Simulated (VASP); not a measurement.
# Relaxed cell of GaAs: a test of cutoff and mesh

How far does the relaxed cell of GaAs depend on cutoff and k mesh? The starting structure is a measured crystal structure from the Crystallography Open Database.

Calculated with VASP 6.6.1; Kohn-Sham DFT with plane waves and PAW; PBEsol.

## Step 1: Set-up

It takes space group F-43m (No. 216, cubic). Conventional cell: a = 5.654 Å, b = 5.654 Å, c = 5.654 Å, α = 90.00°, β = 90.00°, γ = 90.00°. Nearest to As lie 4 Ga at 2.45 Å. Ga has 4 As at 2.45 Å nearest. Farther neighbours are not listed.

Coordinates:

```cif
data_structure
_symmetry_space_group_name_H-M 'P 1'
_symmetry_Int_Tables_number 1
_cell_length_a 3.9978
_cell_length_b 3.9978
_cell_length_c 3.9978
_cell_angle_alpha 60.000
_cell_angle_beta 60.000
_cell_angle_gamma 60.000
_cell_volume 45.18
loop_
_atom_site_label
_atom_site_type_symbol
_atom_site_fract_x
_atom_site_fract_y
_atom_site_fract_z
_atom_site_occupancy
As1 As 0.75000 0.75000 0.75000 1
Ga2 Ga 0.00000 0.00000 0.00000 1
```

## Step 2: Reference relaxation

INCAR reads:

```
SYSTEM = GaAs
PREC = Accurate
ENCUT = 450
EDIFF = 1E-06
NELM = 100
ISMEAR = 0
SIGMA = 0.03
LREAL = .FALSE.
ALGO = Normal
GGA = PS
NBANDS = 15
LORBIT = 11
LWAVE = .FALSE.
LCHARG = .FALSE.
KPAR = 2
IBRION = 2
NSW = 50
ISIF = 3
EDIFFG = -0.01
```

POSCAR reads:

```
GaAs
1.0
    0.0000000000      2.8268500000      2.8268500000
    2.8268500000      0.0000000000      2.8268500000
    2.8268500000      2.8268500000      0.0000000000
As Ga
1 1
Direct
    0.7500000000      0.7500000000      0.7500000000
    0.0000000000      0.0000000000      0.0000000000
```

KPOINTS reads:

```
Automatic mesh
0
Gamma
6 6 6
0 0 0
```

Potentials, in the order of the species: As and Ga_d (PBE family, release 64).

On the command line:

```sh
$ mpirun -np 2 vasp_std
```

The program printed:

```text
[banner, memory and clock lines left out]
running    2 mpi-ranks, on    1 nodes
 distrk:  each k-point on    1 cores,    2 groups
 distr:  one band on    1 cores,    1 groups

 POSCAR found type information on POSCAR AsGa
 POSCAR found :  2 types and       2 ions
|                                                                             |
|               ----> ADVICE to this user running VASP <----                  |
|                                                                             |
|     You enforced a specific xc type in the INCAR file but a different       |
|     [... a line on the potential file left out ...]
|     I HOPE YOU KNOW WHAT YOU ARE DOING!                                     |
|                                                                             |

 LDA part: xc-table for (Slater+PW92), standard interpolation
 POSCAR, INCAR and KPOINTS ok, starting setup
 FFT: planning ... GRIDC
 FFT: planning ... GRID_SOFT
 FFT: planning ... GRID
 WAVECAR not read
 entering main loop
       N       E                     dE             d eps       ncg     rms          rms(c)
DAV:   1     0.782743773863E+02    0.78274E+02   -0.85720E+03   496   0.152E+03
DAV:   2    -0.316386536434E+01   -0.81438E+02   -0.77970E+02   550   0.300E+02
DAV:   3    -0.917312961890E+01   -0.60093E+01   -0.59869E+01   578   0.659E+01
DAV:   4    -0.926893086248E+01   -0.95801E-01   -0.95786E-01   564   0.947E+00
DAV:   5    -0.927031077110E+01   -0.13799E-02   -0.13799E-02   592   0.101E+00    0.295E+00
DAV:   6    -0.909885128546E+01    0.17146E+00   -0.24194E-01   726   0.981E+00    0.174E+00
DAV:   7    -0.906622975856E+01    0.32622E-01   -0.62677E-02   703   0.219E+00    0.540E-01
DAV:   8    -0.906441442157E+01    0.18153E-02   -0.98649E-03   613   0.120E+00    0.103E-01
DAV:   9    -0.906458851168E+01   -0.17409E-03   -0.73148E-04   589   0.352E-01    0.432E-02
DAV:  10    -0.906462205977E+01   -0.33548E-04   -0.53560E-05   678   0.756E-02    0.233E-02
DAV:  11    -0.906464404601E+01   -0.21986E-04   -0.26043E-05   522   0.545E-02    0.257E-03
DAV:  12    -0.906464403764E+01    0.83733E-08   -0.90589E-07   506   0.157E-02
   1 F= -.90646440E+01 E0= -.90646440E+01  d E =-.906464E+01
 curvature:   0.00 expect dE= 0.000E+00 dE for cont linesearch  0.000E+00
 trial: gam= 0.00000 g(F)=  0.876E-46 g(S)=  0.341E-03 ort = 0.000E+00 (trialstep = 0.100E+01)
 search vector abs. value=  0.341E-03
 bond charge predicted
       N       E                     dE             d eps       ncg     rms          rms(c)
DAV:   1    -0.906853668195E+01   -0.38926E-02   -0.47201E-02   599   0.403E+00    0.354E-01
DAV:   2    -0.906556945677E+01    0.29672E-02   -0.48844E-03   599   0.151E+00    0.162E-01
DAV:   3    -0.906481868085E+01    0.75078E-03   -0.80965E-04   606   0.539E-01    0.354E-02
DAV:   4    -0.906474904378E+01    0.69637E-04   -0.79169E-05   560   0.120E-01    0.124E-02
DAV:   5    -0.906473824039E+01    0.10803E-04   -0.60744E-06   585   0.329E-02    0.270E-03
DAV:   6    -0.906473810692E+01    0.13347E-06   -0.33388E-07   275   0.801E-03
   2 F= -.90647381E+01 E0= -.90647381E+01  d E =-.940693E-04
 trial-energy change:   -0.000094  1 .order   -0.000068   -0.000341    0.000205
 step:   0.6860(harm=  0.6249)  dis= 0.00000  next Energy=    -9.064769 (dE=-0.125E-03)
 bond charge predicted
       N       E                     dE             d eps       ncg     rms          rms(c)
DAV:   1    -0.906513565486E+01   -0.39741E-03   -0.46118E-03   613   0.125E+00    0.112E-01
DAV:   2    -0.906484159692E+01    0.29406E-03   -0.48785E-04   599   0.487E-01    0.509E-02
DAV:   3    -0.906476898491E+01    0.72612E-04   -0.77536E-05   606   0.167E-01    0.113E-02
DAV:   4    -0.906476255803E+01    0.64269E-05   -0.76031E-06   537   0.363E-02    0.392E-03
DAV:   5    -0.906476169520E+01    0.86283E-06   -0.55268E-07   261   0.104E-02
   3 F= -.90647617E+01 E0= -.90647617E+01  d E =-.117658E-03
 curvature:  -0.30 expect dE=-0.273E-05 dE for cont linesearch -0.273E-05
 trial: gam=-0.13583 g(F)=  0.166E-46 g(S)=  0.897E-05 ort = 0.553E-04 (trialstep = 0.937E+00)
 search vector abs. value=  0.236E-06
 reached required accuracy - stopping structural energy minimisation
```

Wall time 13 s (2 MPI ranks of AMD EPYC 7R43, shared host); peak memory 0.25 GiB; 26 s of CPU time.

Lines that name or quote the potential files are left out of all logs, and their timing lines are given in words.

OUTCAR, selected parts (step 2):

```text
ion  position               nearest neighbor table
   1  0.750  0.750  0.750-   2 2.45   2 2.45   2 2.45   2 2.45
   2  0.000  0.000  0.000-   1 2.45   1 2.45   1 2.45   1 2.45

  LATTYP: Found a face centered cubic cell.
 ALAT       =     5.6537000000

 Subroutine GETGRP returns: Found 24 space group operations
 (whereof 24 operations were pure point group operations)

The static configuration has the point symmetry T_d .

 Found     16 irreducible k-points:

   k-points           NKPTS =     16   k-points in BZ     NKDIM =     16   number of bands    NBANDS=     15

   dimension x,y,z NGX =    28 NGY =   28 NGZ =   28
   dimension x,y,z NGXF=    56 NGYF=   56 NGZF=   56

   ENCUT  =  450.0 eV  33.07 Ry    5.75 a.u.   6.91  6.91  6.91*2*pi/ulx,y,z

   NELECT =      18.0000    total number of electrons

 k-points in reciprocal lattice and weights: Automatic mesh
   0.00000000  0.00000000  0.00000000       0.005
   0.16666667  0.00000000  0.00000000       0.037
   0.33333333  0.00000000  0.00000000       0.037
   0.50000000  0.00000000  0.00000000       0.019
   0.16666667  0.16666667  0.00000000       0.028
   0.33333333  0.16666667  0.00000000       0.111
   0.50000000  0.16666667  0.00000000       0.111
  -0.33333333  0.16666667  0.00000000       0.111
  -0.16666667  0.16666667  0.00000000       0.056
[...]
-0.33333333  0.33333333  0.16666667       0.111
  -0.33333333  0.50000000  0.16666667       0.056

 average (electrostatic) potential at core
       1 -50.2233       2 -66.2576

 E-fermi :   3.9116

 k-point     1 :       0.0000    0.0000    0.0000
  band No.  band energies     occupation
    ...
      5     -10.9206      2.00000
      6      -8.9473      2.00000
      7       3.7819      2.00000
      8       3.7819      2.00000
      9       3.7819      2.00000
     10       4.2085      0.00000
     11       7.4629      0.00000
     12       7.4630      0.00000
     13       7.4630      0.00000
     14      11.1567      0.00000
    ...

 k-point     2 :       0.1667    0.0000    0.0000
  band No.  band energies     occupation
    ...
      5     -10.9208      2.00000
      6      -8.6265      2.00000
      7       1.0422      2.00000
      8       3.3990      2.00000
      9       3.3990      2.00000
     10       5.3431      0.00000
     11       8.0108      0.00000
     12       8.0109      0.00000
     13       8.3827      0.00000
     14      12.5372      0.00000
    ...

 k-point     3 :       0.3333    0.0000    0.0000
  band No.  band energies     occupation
    ...
      5     -10.9190      2.00000
      6      -7.7978      2.00000
      7      -1.6232      2.00000
      8       2.8520      2.00000
      9       2.8520      2.00000
     10       4.9142      0.00000
     11       8.4222      0.00000
     12       8.4222      0.00000
     13      10.9121      0.00000
     14      12.3580      0.00000
    ...

  Total        0.0111346      0.0111346      0.0111346     -0.0000000      0.0000000     -0.0000000
  in kB        0.3935195      0.3935195      0.3935195     -0.0000000      0.0000000     -0.0000000
  external PRESSURE =       0.3935195 kB  Pullay stress =       0.0000000 kB

  energy-cutoff  :      450.00
  volume of cell :       45.33
      direct lattice vectors                 reciprocal lattice vectors
     0.000000000  2.830062925  2.830062925    -0.176674517  0.176674517  0.176674517
     2.830062925  0.000000000  2.830062925     0.176674517 -0.176674517  0.176674517
     2.830062925  2.830062925  0.000000000     0.176674517  0.176674517 -0.176674517

 POSITION                                       TOTAL-FORCE (eV/Angst)
 -----------------------------------------------------------------------------------
      4.24509      4.24509      4.24509        -0.000000     -0.000000      0.000000
      0.00000      0.00000      0.00000         0.000000      0.000000     -0.000000
 -----------------------------------------------------------------------------------
    total drift:                               -0.000001     -0.000001     -0.000000

  FREE ENERGIE OF THE ION-ELECTRON SYSTEM (eV)
  ---------------------------------------------------
  free  energy   TOTEN  =        -9.0647616952 eV

  energy  without entropy=       -9.0647616952  energy(sigma->0) =       -9.06476170

 reached required accuracy - stopping structural energy minimisation

 total charge
# of ion       s       p       d       tot
------------------------------------------
    1        1.209   1.594   0.031   2.833
    2        0.880   0.802   9.994  11.676
--------------------------------------------------
tot          2.089   2.396  10.025  14.510

[... 3 further parts left out ...]
```

CONTCAR:

```
GaAs
   1.00000000000000
     0.0000000000000000    2.8300629254150551    2.8300629254150551
     2.8300629254150551    0.0000000000000000    2.8300629254150551
     2.8300629254150551    2.8300629254150551    0.0000000000000000
  As              Ga
     1     1
Direct
     0.7500000000000000    0.7500000000000000    0.7500000000000000
     0.0000000000000000    0.0000000000000000    0.0000000000000000
```

The PAW data sets were made with PBE, which is usual practice but a small mismatch for other functionals. The run keeps the 24 symmetry operations of its start, so it cannot find a distortion of lower symmetry.

The reference relaxation ends at 22.667 Å³ an atom.

## Step 3: Relaxation with a cutoff of 280 eV

Against step 2 the input has ENCUT = 280.

INCAR: that of step 2 with these lines changed.

```diff
@@ -2,3 +2,3 @@
 PREC = Accurate
-ENCUT = 450
+ENCUT = 280
 EDIFF = 1E-06
```

POSCAR is that of step 2.

KPOINTS is that of step 2.

On the command line:

```sh
$ mpirun -np 2 vasp_std
```

The program printed:

```text
[banner, memory and clock lines left out]
running    2 mpi-ranks, on    1 nodes
[...]
[... a notice as in an earlier step ...]

 LDA part: xc-table for (Slater+PW92), standard interpolation
 POSCAR, INCAR and KPOINTS ok, starting setup
[...]
entering main loop
       N       E                     dE             d eps       ncg     rms          rms(c)
DAV:   1     0.623035721117E+02    0.62304E+02   -0.67891E+03   480   0.118E+03
DAV:   2    -0.492501110228E+01   -0.67229E+02   -0.65262E+02   536   0.233E+02
DAV:   3    -0.921510188863E+01   -0.42901E+01   -0.42805E+01   620   0.552E+01
DAV:   4    -0.926585808040E+01   -0.50756E-01   -0.50752E-01   537   0.655E+00
[...]
DAV:  10    -0.906189922969E+01   -0.33947E-04   -0.50201E-05   626   0.706E-02    0.237E-02
DAV:  11    -0.906192107194E+01   -0.21842E-04   -0.25688E-05   536   0.528E-02    0.253E-03
DAV:  12    -0.906192104742E+01    0.24521E-07   -0.87920E-07   485   0.146E-02
   1 F= -.90619210E+01 E0= -.90619210E+01  d E =-.906192E+01
[...]
DAV:   3    -0.906199760346E+01    0.38896E-03   -0.40757E-04   613   0.376E-01    0.261E-02
DAV:   4    -0.906196219802E+01    0.35405E-04   -0.38276E-05   529   0.785E-02    0.905E-03
DAV:   5    -0.906195701403E+01    0.51840E-05   -0.31522E-06   557   0.234E-02    0.186E-03
DAV:   6    -0.906195696330E+01    0.50729E-07   -0.12920E-07   275   0.422E-03
   2 F= -.90619570E+01 E0= -.90619570E+01  d E =-.359159E-04
 trial-energy change:   -0.000036  1 .order   -0.000024   -0.000179    0.000132
 step:   0.6314(harm=  0.5762)  dis= 0.00000  next Energy=    -9.061981 (dE=-0.595E-04)
[...]
N       E                     dE             d eps       ncg     rms          rms(c)
DAV:   1    -0.906224833305E+01   -0.29132E-03   -0.32936E-03   606   0.104E+00    0.944E-02
DAV:   2    -0.906203753520E+01    0.21080E-03   -0.34086E-04   599   0.393E-01    0.433E-02
DAV:   3    -0.906198329362E+01    0.54242E-04   -0.56780E-05   606   0.140E-01    0.949E-03
DAV:   4    -0.906197809038E+01    0.52032E-05   -0.52036E-06   529   0.295E-02    0.334E-03
DAV:   5    -0.906197723026E+01    0.86012E-06   -0.39767E-07   261   0.859E-03
   3 F= -.90619772E+01 E0= -.90619772E+01  d E =-.561828E-04
[...]
reached required accuracy - stopping structural energy minimisation
```

The job ended after 7.8 s (2 MPI ranks; peak memory 0.21 GiB).

From OUTCAR (step 3):

```text
  Total       -0.0066187     -0.0066187     -0.0066187      0.0000000      0.0000000      0.0000000
  in kB       -0.2352501     -0.2352501     -0.2352501      0.0000000      0.0000000      0.0000000
  external PRESSURE =      -0.2352501 kB  Pullay stress =       0.0000000 kB

 POSITION                                       TOTAL-FORCE (eV/Angst)
 -----------------------------------------------------------------------------------
      4.23706      4.23706      4.23706         0.000000     -0.000000     -0.000000
      0.00000      0.00000      0.00000        -0.000000      0.000000      0.000000
 -----------------------------------------------------------------------------------
    total drift:                               -0.000004     -0.000004     -0.000003

  FREE ENERGIE OF THE ION-ELECTRON SYSTEM (eV)
  ---------------------------------------------------
  free  energy   TOTEN  =        -9.0619772303 eV

  energy  without entropy=       -9.0619772303  energy(sigma->0) =       -9.06197723

[... 2 parts as in an earlier step ...]

[... 2 further parts left out ...]
[key lines of the parts left out:]
E-fermi :   4.0449
```

With a cutoff of 280 eV the cell ends at 22.538 Å³ an atom, -0.57 % from the reference.

## Step 4: Relaxation with a 4×4×4 mesh

Against step 2 the input has a 4×4×4 mesh.

INCAR: that of step 3 with these lines changed.

```diff
@@ -2,3 +2,3 @@
 PREC = Accurate
-ENCUT = 280
+ENCUT = 450
 EDIFF = 1E-06
```

POSCAR is that of step 3.

KPOINTS reads:

```
Automatic mesh
0
Gamma
4 4 4
0 0 0
```

On the command line:

```sh
$ mpirun -np 2 vasp_std
```

The program printed:

```text
[... set-up lines as in an earlier step ...]
 entering main loop
       N       E                     dE             d eps       ncg     rms          rms(c)
DAV:   1     0.773883269528E+02    0.77388E+02   -0.80658E+03   240   0.145E+03
DAV:   2    -0.307735289861E+01   -0.80466E+02   -0.76984E+02   254   0.301E+02
DAV:   3    -0.903720861094E+01   -0.59599E+01   -0.59205E+01   324   0.644E+01
DAV:   4    -0.913283546584E+01   -0.95627E-01   -0.95614E-01   254   0.929E+00
[...]
DAV:  10    -0.890417584945E+01   -0.46850E-04   -0.65328E-05   334   0.825E-02    0.251E-02
DAV:  11    -0.890420673857E+01   -0.30889E-04   -0.35750E-05   254   0.627E-02    0.284E-03
DAV:  12    -0.890420666391E+01    0.74661E-07   -0.10934E-06   246   0.165E-02
   1 F= -.89042067E+01 E0= -.89042067E+01  d E =-.890421E+01
[...]
N       E                     dE             d eps       ncg     rms          rms(c)
DAV:   1    -0.892113580759E+01   -0.16929E-01   -0.20685E-01   310   0.846E+00    0.737E-01
[...]
DAV:   4    -0.890469491639E+01    0.29578E-03   -0.34527E-04   290   0.257E-01    0.260E-02
DAV:   5    -0.890464941238E+01    0.45504E-04   -0.27349E-05   311   0.691E-02    0.608E-03
DAV:   6    -0.890464893681E+01    0.47557E-06   -0.16208E-06   186   0.172E-02
   2 F= -.89046489E+01 E0= -.89046489E+01  d E =-.442273E-03
 trial-energy change:   -0.000442  1 .order   -0.000284   -0.001492    0.000925
 step:   0.7000(harm=  0.6173)  dis= 0.00000  next Energy=    -8.904783 (dE=-0.577E-03)
[...]
N       E                     dE             d eps       ncg     rms          rms(c)
DAV:   1    -0.890623272018E+01   -0.15833E-02   -0.18334E-02   310   0.247E+00    0.223E-01
DAV:   2    -0.890506449978E+01    0.11682E-02   -0.19359E-03   303   0.966E-01    0.102E-01
DAV:   3    -0.890477376598E+01    0.29073E-03   -0.30611E-04   310   0.329E-01    0.227E-02
DAV:   4    -0.890474766392E+01    0.26102E-04   -0.29733E-05   292   0.712E-02    0.784E-03
DAV:   5    -0.890474394766E+01    0.37163E-05   -0.23979E-06   236   0.209E-02    0.170E-03
DAV:   6    -0.890474393570E+01    0.11953E-07   -0.15118E-07   141   0.442E-03
   3 F= -.89047439E+01 E0= -.89047439E+01  d E =-.537272E-03
[...]
reached required accuracy - stopping structural energy minimisation
```

The job ended after 9.2 s (2 MPI ranks; peak memory 0.24 GiB; 17 s of CPU time).

From OUTCAR (step 4):

```text
  Total        0.0069540      0.0069540      0.0069540     -0.0000000      0.0000000     -0.0000000
  in kB        0.2448242      0.2448242      0.2448242     -0.0000000      0.0000000     -0.0000000
  external PRESSURE =       0.2448242 kB  Pullay stress =       0.0000000 kB

 POSITION                                       TOTAL-FORCE (eV/Angst)
 -----------------------------------------------------------------------------------
      4.25056      4.25056      4.25056        -0.000000     -0.000000     -0.000000
      0.00000      0.00000      0.00000         0.000000      0.000000      0.000000
 -----------------------------------------------------------------------------------
    total drift:                               -0.000001     -0.000001     -0.000000

  FREE ENERGIE OF THE ION-ELECTRON SYSTEM (eV)
  ---------------------------------------------------
  free  energy   TOTEN  =        -8.9047439357 eV

  energy  without entropy=       -8.9047439357  energy(sigma->0) =       -8.90474394

[... 1 part as in an earlier step ...]

[... 3 further parts left out ...]
[key lines of the parts left out:]
E-fermi :   3.9311
```

With a 4×4×4 mesh the cell ends at 22.754 Å³ an atom, +0.39 % from the reference.

(Part 1 of 2 ends here.)

[Lines on the potential files, build, host, timing and source positions are cut from VASP's logs without a mark.]

[Logs are printed without paths, hosts, clocks, repeated set-up lines and the standing remarks that a program may print on its own settings, such as how far it seeks lower states.]

[Hosts, paths, dates, database ids (printed as entryN), source tags and the programs' standing remarks are cut or masked in the printed files.]
